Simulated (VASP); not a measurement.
# Ni (I4/mmm) in VASP: a series of runs, part 2 of 2

VASP 6.6.1.

**3. Single point, PBEsol, collinear spin, typed start (strain +0.000 along x and y, -0.030 along z, atoms carried along)**

File INCAR:

```
PREC     = Accurate       # precision mode
ENCUT    = 520            # plane-wave cutoff, eV
EDIFF    = 1E-6           # SCF threshold, eV
ISMEAR   = 0              # smearing method
SIGMA    = 0.15           # smearing width, eV
LREAL    = F              # projectors in reciprocal space
LASPH    = T              # aspherical terms in the spheres
NELM     = 150            # most SCF steps
ALGO     = Fast           # electronic algorithm
ISIF     = 2              # what is computed and relaxed
LWAVE    = F              # write WAVECAR
LCHARG   = F              # write CHGCAR
ISPIN    = 2              # spin polarisation
MAGMOM   = 0.81           # initial moments
LORBIT   = 11             # projections on sites
LMAXMIX  = 4              # l up to which the mixer works
GGA      = PS             # functional
NBANDS   = 15             # bands
```

File KPOINTS:

```
Automatic mesh
0
Gamma
  22 22 22
```

File POSCAR:

```
Ni
1.0
    0.0000000000      1.7679500000      1.7149115000
    1.7679500000      0.0000000000      1.7149115000
    1.7679500000      1.7679500000      0.0000000000
Ni
1
Direct
    0.0000000000      0.0000000000      0.0000000000
```

Potentials or basis: VASP PAW PBE potentials, release 64 (Ni).

Command:

```console
$ cat potpaw_PBE.64/Ni/POTCAR > POTCAR
$ mpirun -np 1 vasp_std > vasp.out
```

OUTCAR:

```text
PREC = Accurate
   ENCUT = 520
   EDIFF = 1E-6
   ISMEAR = 0
   LREAL = F
   LASPH = T
   NELM = 150
   ISIF = 2
   ISPIN = 2
   LORBIT = 11
   GGA = PS

 ion  position               nearest neighbor table
   1  0.000  0.000  0.000-

  LATTYP: Found a body centered tetragonal cell.
 ALAT       =     2.5002588676
 C/A-ratio  =     1.3717871555

  Lattice vectors:

 A1 = (   0.0000000000,  -1.7679500000,  -1.7149115000)
 A2 = (   0.0000000000,   1.7679500000,  -1.7149115000)
 A3 = (   1.7679500000,   0.0000000000,   1.7149115000)

Analysis of symmetry for initial positions (statically):
=====================================================================
 Subroutine PRICEL returns:
 Original cell was already a primitive cell.

 Routine SETGRP: Setting up the symmetry group for a
 body centered tetragonal supercell.

 Subroutine GETGRP returns: Found 16 space group operations
 (whereof 16 operations were pure point group operations)
 out of a pool of 16 trial point group operations.

The static configuration has the point symmetry D_4h.

Analysis of symmetry for dynamics (positions and initial velocities):
=====================================================================
 Subroutine PRICEL returns:
 Original cell was already a primitive cell.

 Routine SETGRP: Setting up the symmetry group for a
 body centered tetragonal supercell.

 Subroutine GETGRP returns: Found 16 space group operations
 (whereof 16 operations were pure point group operations)
 out of a pool of 16 trial point group operations.

The dynamic configuration has the point symmetry D_4h.

Analysis of structural, dynamic, and magnetic symmetry:
=====================================================================
 Subroutine PRICEL returns:
 Original cell was already a primitive cell.

 Routine SETGRP: Setting up the symmetry group for a
 body centered tetragonal supercell.

 Subroutine GETGRP returns: Found 16 space group operations
 (whereof 16 operations were pure point group operations)
 out of a pool of 16 trial point group operations.

The overall configuration has the point symmetry D_4h.

 Subroutine INISYM returns: Found 16 space group operations
 (whereof 16 operations are pure point group operations),
 and found     1 'primitive' translations

----------------------------------------------------------------------------------------

                                     Primitive cell

  volume of cell :      10.7204

  direct lattice vectors                    reciprocal lattice vectors
     0.000000000  1.767950000  1.714911500    -0.282813428  0.282813428  0.291560235
     1.767950000  0.000000000  1.714911500     0.282813428 -0.282813428  0.291560235
     1.767950000  1.767950000  0.000000000     0.282813428  0.282813428 -0.291560235

  length of vectors
     2.463040531  2.463040531  2.500258868     0.494948725  0.494948725  0.494948725

  position of ions in fractional coordinates (direct lattice)
     0.000000000  0.000000000  0.000000000

  ion indices of the primitive-cell ions
   primitive index   ion index
                 1           1

----------------------------------------------------------------------------------------

 KPOINTS: Automatic mesh

Automatic generation of k-mesh.
 Grid dimensions read from file:
 generate k-points for:   22   22   22

 Generating k-lattice:

  Cartesian coordinates                     Fractional coordinates (reciprocal lattice)
    -0.012855156  0.012855156  0.013252738     0.045454545  0.000000000  0.000000000
[... 73 lines left out ...]
   EFERMI =   0.00;   METHOD = LEGACY
   ISMEAR =     0;   SIGMA  =   0.15  broadening in eV -4-tet -1-fermi 0-gaus
   EFERMI_NEDOS =   21; number of points for ismear=-14 and -15
   IALGO  =     68    algorithm
   IMIX   =      4    mixing-type and parameters
     AMIX     =   0.40;   BMIX     =  1.00
     AMIX_MAG =   1.60;   BMIX_MAG =  1.00
  volume/ion in A,a.u.               =      10.72        72.34
  Fermi-wavevector in a.u.,A,eV,Ry     =   1.599574  3.022756 34.812360  2.558636
  Thomas-Fermi vector in A             =   2.696845
   LORBIT       =     11    0 simple, 1 ext, 2 COOP (PROOUT), +10 PAW based schemes
   GGA     = PS    functional components
   LHFCALC =     F    Hartree Fock is set to
   AEXX    =    0.0000 exact exchange contribution
   IVDW    =     0    specifies the selected vdW correction
   LEPSILON=     F    determine dielectric tensor
   LRPA    =     F    only Hartree local field effects (RPA)
 spin polarized calculation
 RMM-DIIS sequential band-by-band and
 Gauss-broadening in eV      SIGMA  =   0.15
  energy-cutoff  :      520.00
  volume of cell :       10.72
 maximum number of plane-waves:       303
   NGX =  9   NGY =  9   NGZ =  9

 number of electron      10.0000007 magnetization       0.6276433

 Free energy of the ion-electron system (eV)
  ---------------------------------------------------
  ext. energy  EPLUGINS =         0.00000000
  ---------------------------------------------------
  free energy    TOTEN  =        -6.13510337 eV

  energy without entropy =       -6.11520434  energy(sigma->0) =       -6.12515385

 E-fermi :   9.3935     XC(G=0): -13.5228

 val. band max:        9.3929785771   @ k =   0.3636   0.0000   0.2727
 cond. band min:       9.3938108144   @ k =   0.5000   0.0909   0.2727
 fundamental gap:      0.0008322373
 Fermi energy:         9.3935217025

 spin component 1

 k-point     1 :       0.0000    0.0000    0.0000
  band No.  band energies     occupation
      1       0.2352      1.00000
      2       6.8761      1.00000
      3       6.8761      1.00000
      4       7.0612      1.00000
      5       8.0217      1.00000
      6       8.2252      1.00000
      7      33.2401      0.00000
      8      37.0642      0.00000
      9      37.0642      0.00000
     10      37.4152      0.00000
     11      40.0315      0.00000
     12      40.2148      0.00000
     13      40.2148      0.00000
     14      43.0980      0.00000
[... 403 lines left out ...]
      4       8.2400      1.00000
      5       8.8053      1.00000
      6       9.4759      0.21861
      7      15.4287      0.00000
      8      31.4070      0.00000
      9      33.4773      0.00000
     10      33.6504      0.00000
     11      37.1845      0.00000
     12      38.6559      0.00000
     13      44.1805      0.00000
     14      55.1557      0.00000
     15      55.6395      0.00000

 [... further k-points ...]

 spin component 2

 k-point     1 :       0.0000    0.0000    0.0000
  band No.  band energies     occupation
      1       0.2247      1.00000
      2       7.5989      1.00000
      3       7.5989      1.00000
      4       7.7813      1.00000
      5       8.6404      1.00000
      6       8.8382      1.00000
      7      33.1285      0.00000
      8      37.0574      0.00000
      9      37.0574      0.00000
     10      37.4335      0.00000
     11      40.1370      0.00000
     12      40.3424      0.00000
     13      40.3424      0.00000
     14      43.0046      0.00000
[... 403 lines left out ...]
      4       8.5645      1.00000
      5       9.5553      0.06363
      6       9.9066      0.00000
      7      15.8240      0.00000
      8      31.3211      0.00000
      9      33.5738      0.00000
     10      33.7409      0.00000
     11      37.2636      0.00000
     12      38.7138      0.00000
     13      44.3219      0.00000
     14      55.2385      0.00000
     15      55.7552      0.00000

 [... further k-points ...]

------------------------ aborting loop because EDIFF is reached ----------------------------------------

  FORCE on cell =-STRESS in cart. coord.  units (eV):
  Direction    XX          YY          ZZ          XY          YZ          ZX
  --------------------------------------------------------------------------------------
  -------------------------------------------------------------------------------------
  Total       -0.5287209     -0.5287209     -0.3039250      0.0000000      0.0000000      0.0000000
  in kB      -79.0178871    -79.0178871    -45.4219043      0.0000000      0.0000000      0.0000000
  external PRESSURE =     -67.8192261 kB  Pullay stress =       0.0000000 kB

 VOLUME and BASIS-vectors are now :
 -----------------------------------------------------------------------------
  energy-cutoff  :      520.00
  volume of cell :       10.72
      direct lattice vectors                 reciprocal lattice vectors
     0.000000000  1.767950000  1.714911500    -0.282813428  0.282813428  0.291560235
     1.767950000  0.000000000  1.714911500     0.282813428 -0.282813428  0.291560235
     1.767950000  1.767950000  0.000000000     0.282813428  0.282813428 -0.291560235

 POSITION                                       TOTAL-FORCE (eV/Angst)
 -----------------------------------------------------------------------------------
      0.00000      0.00000      0.00000         0.000000      0.000000      0.000000
 -----------------------------------------------------------------------------------
    total drift:                                0.000000      0.000000      0.000000

  FREE ENERGIE OF THE ION-ELECTRON SYSTEM (eV)
  ---------------------------------------------------
  free  energy   TOTEN  =        -6.1351033665 eV

  energy  without entropy=       -6.1152043411  energy(sigma->0) =       -6.12515385

 total charge

# of ion       s       p       d       tot
------------------------------------------
    1        0.507   0.516   8.317   9.340

 magnetization (x)

# of ion       s       p       d       tot
------------------------------------------
    1       -0.006  -0.024   0.666   0.636
```

Run time: 1.8 min. Hardware: 1 thread of Intel Xeon 6975P-C (Granite Rapids), shared host; peak memory 0.29 GiB.

Results:

```yaml
Free_energy: -6.1351 eV
Pressure: -6.8 GPa
Band_gap_on_the_k_mesh: none (metal or under the smearing width)
Net_moment: 0.63 μB per cell
Site_moments: Ni +0.64 μB
Valence_electrons_inside_the_program's_atomic_spheres: Ni 9.34
```

Caveat: the PAW data sets were made with another functional, which shifts forces and pressure a little.
